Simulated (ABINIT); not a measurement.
# Al: equation of state with LDA

**The experiment to reproduce.**

From “The interpretation of polycrystalline coherent inelastic neutron scattering from aluminium”, 2013, pmc:3831299, for a bulk crystal of Al: bulk modulus 76.9 GPa.

The system is Al.

```
Al
1.0
     0.00000    2.02481    2.02481
     2.02481    0.00000    2.02481
     2.02481    2.02481    0.00000
Al
1
Direct
  0.00000 0.00000 0.00000
```

```
Program             : ABINIT 10.8.3 (patched build)
Task                : equation of state
Functional          : LDA
Potentials or basis : JTH PAW PBE v2.0
Cutoff              : 490 eV
k mesh              : 11 × 11 × 11
Occupations         : fermi-dirac, width 0.05 eV
Spin                : no spin polarisation
```

The equilibrium volume is 16.02 Å³/atom. The bulk modulus is 84 GPa and the pressure derivative of the bulk modulus is 4.6.

Energy against volume, from the lowest point:
| volume (Å³/atom) | energy (meV/atom) |
| --- | --- |
| 15.607 | 2.79 |
| 15.939 | 0.00 |
| 16.271 | 0.87 |
| 16.603 | 5.07 |
| 16.935 | 12.20 |
| 17.267 | 21.94 |
| 17.599 | 34.02 |

Run time: 17 s on 1 thread of Arm Neoverse V1, on a shared host, peak memory 0.09 GiB.

Measured bulk modulus of Al: 76.9 GPa (quoted in “The interpretation of polycrystalline coherent inelastic neutron scattering from aluminium”, 2013, pmc:3831299). This calculation gives 84 GPa (+8.8 %). The fit is for a static lattice scaled at fixed shape and fixed fractional positions. The cell as given is a measured one (16.60 Å³/atom); LDA puts the equilibrium volume -3.5 % from it, thermal expansion not counted.

Caveat: pressures at fixed basis lie under the slope of the energies; the PAW data sets were made with another functional, which shifts forces and pressure a little.
